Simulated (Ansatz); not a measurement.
**Group exchange: C2H6O + C2H5NO → CH5NO + C3H6O**

Species: C2H6O (dimethyl ether) `COC`, singlet; C2H5NO `CC(N)=O`, singlet; CH5NO `CON`, singlet; C3H6O (acetone) `CC(C)=O`, singlet. The partners trade CH3 for NH2: O–CH3 and C–NH2 bonds give way to O–NH2 and C–CH3.

Shapes, held fixed at every level: PBE0-D4/def2-TZVP. Flexible molecules stand in one conformer, not always the lowest. Programs: Ansatz 0.2.0. The zero-point and thermal change to 298 K, harmonic and unscaled (PBE0-D4/def2-TZVP), is -2.7 kJ/mol.

```json
{"level": "HF/def2-TZVPP", "kind": "Hartree–Fock", "ΔH(298 K) (kJ/mol)": "+190.3", "less CCSD(T)/CBS estimate": "+14.5"}
{"level": "B3LYP-D4/def2-TZVPP", "kind": "global hybrid", "ΔH(298 K) (kJ/mol)": "+179.4", "less CCSD(T)/CBS estimate": "+3.6"}
{"level": "wB97M-V/def2-TZVPP", "kind": "range-separated hybrid", "ΔH(298 K) (kJ/mol)": "+177.2", "less CCSD(T)/CBS estimate": "+1.4"}
{"level": "B2PLYP/def2-TZVPP", "kind": "double hybrid", "ΔH(298 K) (kJ/mol)": "+181.5", "less CCSD(T)/CBS estimate": "+5.7"}
{"level": "CCSD/def2-SVP", "kind": "coupled cluster or CI", "ΔH(298 K) (kJ/mol)": "+176.0", "less CCSD(T)/CBS estimate": "+0.2"}
{"level": "CCSD/def2-TZVPP", "kind": "coupled cluster or CI", "ΔH(298 K) (kJ/mol)": "+176.0", "less CCSD(T)/CBS estimate": "+0.2"}
{"level": "CCSD(T)/CBS estimate", "kind": "coupled cluster or CI", "ΔH(298 K) (kJ/mol)": "+175.8", "less CCSD(T)/CBS estimate": "0.0"}
```

The highest level, CCSD(T)/CBS estimate, gives ΔH(298 K) = +175.8 kJ/mol; the levels span +175.8 to +190.3. The column of differences is taken from that level and isn't an error. No measured value is set beside it here. The CBS estimate extrapolates MP2 from def2-TZVPP and def2-QZVPP and adds CCSD(T) − MP2 in the triple-zeta set, cores frozen.
